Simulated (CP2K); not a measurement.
Crystal: Rh.

```
Rh
1.0
     2.68397    0.00000    0.00000
     1.34198    2.32438    0.00000
     1.34198    0.77479    2.19145
Rh
1
Direct
  0.00000 0.00000 0.00000
```

Base run:

| Item | Value |
| --- | --- |
| Program | CP2K 2026.2 |
| Functional | vdW-DF2 |
| Potentials or basis | POTENTIAL_UZH Rh GTH-PBE-q17; TZVP-MOLOPT-PBE-GTH basis |
| Density cutoff | 9184 eV |
| k mesh | 12 × 12 × 12 |
| Occupations | fermi-dirac, width 0.05 eV |
| Spin | no spin polarisation |

Its results: band gap on the k mesh none (metal or under the smearing width); pressure 33.1 GPa.

**Question.** After a change of settings the same cell gave: band gap on the k mesh none (metal or under the smearing width); pressure 2.4 GPa. Which change was it?
A. functional from vdW-DF2 to PBEsol
B. functional from vdW-DF2 to PBE
C. functional from vdW-DF2 to r2SCAN
D. functional from vdW-DF2 to PBEsol; density cutoff from 9184 eV to 6123 eV; cutoff of the grids from 675 Ry to 450 Ry

**Answer.** C.

Caveats: the potentials were made for another functional, which shifts forces and pressure; the basis of atomic orbitals isn't converged, which shifts pressures, moduli and gaps; a pressure of tens of GPa on the cell as given is suspect, and the run, the potentials or the cell itself is likely at fault (some runs).

Not every run made on this cell is shown here.
